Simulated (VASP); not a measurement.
Runs of VASP 6.6.1 on H. The structure is tetragonal, space group P4/mmm (No. 123). Conventional cell: a = 2.650 Å, b = 2.650 Å, c = 0.980 Å, α = 90.00°, β = 90.00°, γ = 90.00°. Around H (site symmetry 4/mmm) lie 2 H at 0.98 Å. 

| level | gap on the mesh (eV) | pressure (GPa) | relaxed volume (Å³/atom) |
| --- | --- | --- | --- |
| PBEsol+D4 | none | -0.2 | 7.85 |
| PBEsol+rVV10 | none | 0.2 | (b) |
| PBEsol+D3(BJ) | none | 0.2 | (a) |
| PBEsol+D3 | none | -0.2 | 6.94 |
| PBEsol | none | 0.0 | 8.71 |

Alike in all rows: task relaxation of cell and atoms; potentials or basis VASP PAW PBE potentials, release 64 (H); no spin polarisation; cell relaxed; k mesh 10 × 10 × 26; cutoff (eV) 600; smearing fermi-dirac 0.05 eV.

Estimate the missing entries.

(a) 7.18; (b) 7.86.

Caveats: the PAW data sets were made with another functional, which shifts forces and pressure a little; pairwise dispersion overbinds metals, which lowers pressure and volume (some runs); the volume moved by over 15 % at a fixed basis, so the end points are rough (some runs).

A gap of «none» marks a metal or a gap under the smearing width.
